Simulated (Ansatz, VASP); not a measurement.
**Al in VASP and in Ansatz**

```
Al
1.0
     0.00000    2.02481    2.02481
     2.02481    0.00000    2.02481
     2.02481    2.02481    0.00000
Al
1
Cartesian
  0.0000 0.0000 0.0000
```

Alike in both runs: functional B3LYP; k mesh 6 × 6 × 6; occupations fermi-dirac, width 0.05 eV; no spin polarisation.

```csv
,VASP,Ansatz
version,VASP 6.6.1,Ansatz 0.2.0
potentials or method,"VASP PAW PBE potentials, release 64 (Al)",Ansatz PAW
plane-wave cutoff (eV),520,420
valence electrons in the cell,3,3
task,band structure,single point
```

Ansatz gave:

- gap on the k mesh at the Fermi level (eV): none
- pressure (GPa): 1.7

Question: Estimate VASP's values.

Answer: gap on the k mesh at the Fermi level (eV): none; pressure (GPa): 1.9.

A gap of «none» marks a metal or a gap that the smearing closes.

Caveats: the k mesh is coarse (spacing up to 0.45 Å⁻¹), so the values aren't converged, least of all with exact exchange; an unscreened hybrid on a path of extra k points without a Coulomb cutoff has errors near the mesh points, so the bands along the path aren't reliable (VASP); the PAW data sets were made with another functional, which shifts forces and pressure a little (VASP); the PAW data sets come from PBE, with cores solved anew for the run's functional, which leaves a small shift of forces and pressure (Ansatz); the thresholds are loose for stress (Ansatz).
